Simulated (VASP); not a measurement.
# Sc: generalised stacking fault

Sc, P6_3/mmc (no. 194), 8 atoms in the cell. PBE, constrained relaxations along a path; PAW potentials Sc_sv (PBE set).

Path: generalised stacking fault, a/3<10-10> on (0001); Layers in the cell: 8.

## Input

INCAR:
```
ALGO     = Normal         # electronic algorithm
EDIFF    = 1E-6           # SCF threshold, eV
EDIFFG   = -0.02          # ionic threshold
ENCUT    = 250            # plane-wave cutoff, eV
IBRION   = 2              # ionic algorithm
ISIF     = 2              # what is computed and relaxed
ISMEAR   = 1              # smearing method
ISYM     = 2            
KPAR     = 8            
LASPH    = True           # aspherical terms in the spheres
LCHARG   = False          # write CHGCAR
LREAL    = False          # projectors in reciprocal space
LWAVE    = False          # write WAVECAR
NELM     = 100            # most SCF steps
NSW      = 100            # ionic steps
POTIM    = 0.5            # step
PREC     = Normal         # precision mode
SIGMA    = 0.2            # smearing width, eV
```

KPOINTS:
```
k-points
0
Gamma
  15 15 2
```

POSCAR.step1:
```
Sc
1.0
    3.3090000000      0.0000000000      0.0000000000
    1.6545000000      2.8656780611      0.0000000000
    0.0000000000      0.0000000000     21.0932000000
Sc
8
Selective dynamics
Direct
   -0.3333333333      0.6666666667      0.0000000000  F F T
    0.0000000000      0.0000000000      0.1250000000  F F T
   -0.3333333333      0.6666666667      0.2500000000  F F T
    0.0000000000      0.0000000000      0.3750000000  F F T
   -0.3333333333      0.6666666667      0.5000000000  F F T
    0.0000000000      0.0000000000      0.6250000000  F F T
   -0.3333333333      0.6666666667      0.7500000000  F F T
    0.0000000000      0.0000000000      0.8750000000  F F T
```

POSCAR.step2:
```
Sc
1.0
    3.3090000000      0.0000000000      0.0000000000
    1.6545000000      2.8656780611      0.0000000000
   -0.3309000000     -0.1910452041     21.0932000000
Sc
8
Selective dynamics
Direct
   -0.3333333333      0.6666666667      0.0000000000  F F T
    0.0083333333      0.0083333333      0.1250000000  F F T
   -0.3166666667      0.6833333333      0.2500000000  F F T
    0.0250000000      0.0250000000      0.3750000000  F F T
   -0.3000000000      0.7000000000      0.5000000000  F F T
    0.0416666667      0.0416666667      0.6250000000  F F T
   -0.2833333333      0.7166666667      0.7500000000  F F T
    0.0583333333      0.0583333333      0.8750000000  F F T
```

POSCAR.step3:
```
Sc
1.0
    3.3090000000      0.0000000000      0.0000000000
    1.6545000000      2.8656780611      0.0000000000
   -0.6618000000     -0.3820904081     21.0932000000
Sc
8
Selective dynamics
Direct
   -0.3333333333      0.6666666667      0.0000000000  F F T
    0.0166666667      0.0166666667      0.1250000000  F F T
   -0.3000000000      0.7000000000      0.2500000000  F F T
    0.0500000000      0.0500000000      0.3750000000  F F T
   -0.2666666667      0.7333333333      0.5000000000  F F T
    0.0833333333      0.0833333333      0.6250000000  F F T
   -0.2333333333      0.7666666667      0.7500000000  F F T
    0.1166666667      0.1166666667      0.8750000000  F F T
```

POSCAR.step4:
```
Sc
1.0
    3.3090000000      0.0000000000      0.0000000000
    1.6545000000      2.8656780611      0.0000000000
   -0.8272500000     -0.4776130102     21.0932000000
Sc
8
Selective dynamics
Direct
   -0.3333333333      0.6666666667      0.0000000000  F F T
    0.0208333333      0.0208333333      0.1250000000  F F T
   -0.2916666667      0.7083333333      0.2500000000  F F T
    0.0625000000      0.0625000000      0.3750000000  F F T
   -0.2500000000      0.7500000000      0.5000000000  F F T
    0.1041666667      0.1041666667      0.6250000000  F F T
   -0.2083333333      0.7916666667      0.7500000000  F F T
    0.1458333333      0.1458333333      0.8750000000  F F T
```

POSCAR.step5:
```
Sc
1.0
    3.3090000000      0.0000000000      0.0000000000
    1.6545000000      2.8656780611      0.0000000000
   -0.9927000000     -0.5731356122     21.0932000000
Sc
8
Selective dynamics
Direct
   -0.3333333333      0.6666666667      0.0000000000  F F T
    0.0250000000      0.0250000000      0.1250000000  F F T
   -0.2833333333      0.7166666667      0.2500000000  F F T
    0.0750000000      0.0750000000      0.3750000000  F F T
   -0.2333333333      0.7666666667      0.5000000000  F F T
    0.1250000000      0.1250000000      0.6250000000  F F T
   -0.1833333333      0.8166666667      0.7500000000  F F T
    0.1750000000      0.1750000000      0.8750000000  F F T
```

POSCAR.step6:
```
Sc
1.0
    3.3090000000      0.0000000000      0.0000000000
    1.6545000000      2.8656780611      0.0000000000
   -1.3236000000     -0.7641808163     21.0932000000
Sc
8
Selective dynamics
Direct
   -0.3333333333      0.6666666667      0.0000000000  F F T
    0.0333333333      0.0333333333      0.1250000000  F F T
   -0.2666666667      0.7333333333      0.2500000000  F F T
    0.1000000000      0.1000000000      0.3750000000  F F T
   -0.2000000000      0.8000000000      0.5000000000  F F T
    0.1666666667      0.1666666667      0.6250000000  F F T
   -0.1333333333      0.8666666667      0.7500000000  F F T
    0.2333333333      0.2333333333      0.8750000000  F F T
```

POSCAR.step7:
```
Sc
1.0
    3.3090000000      0.0000000000      0.0000000000
    1.6545000000      2.8656780611      0.0000000000
   -1.6545000000     -0.9552260204     21.0932000000
Sc
8
Selective dynamics
Direct
   -0.3333333333      0.6666666667      0.0000000000  F F T
    0.0416666667      0.0416666667      0.1250000000  F F T
   -0.2500000000      0.7500000000      0.2500000000  F F T
    0.1250000000      0.1250000000      0.3750000000  F F T
   -0.1666666667      0.8333333333      0.5000000000  F F T
    0.2083333333      0.2083333333      0.6250000000  F F T
   -0.0833333333      0.9166666667      0.7500000000  F F T
    0.2916666667      0.2916666667      0.8750000000  F F T
```

Commands (each step's output is kept before the next begins):
```
cat potpaw_PBE.64/Sc_sv/POTCAR > POTCAR
# POSCAR: c tilted by 0 of a/3<10-10> on (0001)
cp POSCAR.step1 POSCAR
mpirun -np 8 vasp_std > vasp.out
# POSCAR: c tilted by 0.2 of a/3<10-10> on (0001)
cp POSCAR.step2 POSCAR
mpirun -np 8 vasp_std > vasp.out
# POSCAR: c tilted by 0.4 of a/3<10-10> on (0001)
cp POSCAR.step3 POSCAR
mpirun -np 8 vasp_std > vasp.out
# POSCAR: c tilted by 0.5 of a/3<10-10> on (0001)
cp POSCAR.step4 POSCAR
mpirun -np 8 vasp_std > vasp.out
# POSCAR: c tilted by 0.6 of a/3<10-10> on (0001)
cp POSCAR.step5 POSCAR
mpirun -np 8 vasp_std > vasp.out
# POSCAR: c tilted by 0.8 of a/3<10-10> on (0001)
cp POSCAR.step6 POSCAR
mpirun -np 8 vasp_std > vasp.out
# POSCAR: c tilted by 1 of a/3<10-10> on (0001)
cp POSCAR.step7 POSCAR
mpirun -np 8 vasp_std > vasp.out
```

## Result

- Unstable fault energy (mJ/m²): 205
- Energy at the end of the slip (mJ/m²): 145
- Ionic steps, all stages: 61
- Electronic steps, all stages: 592

Energy along the slip:

| Share of the slip | Fault energy (mJ/m²) |
|---|---|
| 0 | 0 |
| 0.2 | 65 |
| 0.4 | 168 |
| 0.5 | 197 |
| 0.6 | 205 |
| 0.8 | 173 |
| 1 | 145 |

Limits: the faults repeat once a cell, and the in-plane lattice is that of the given cell.

VASP 6.6.1 took 1068 s on 8 cores (Intel Xeon 6975P-C (Granite Rapids)), a shared host.
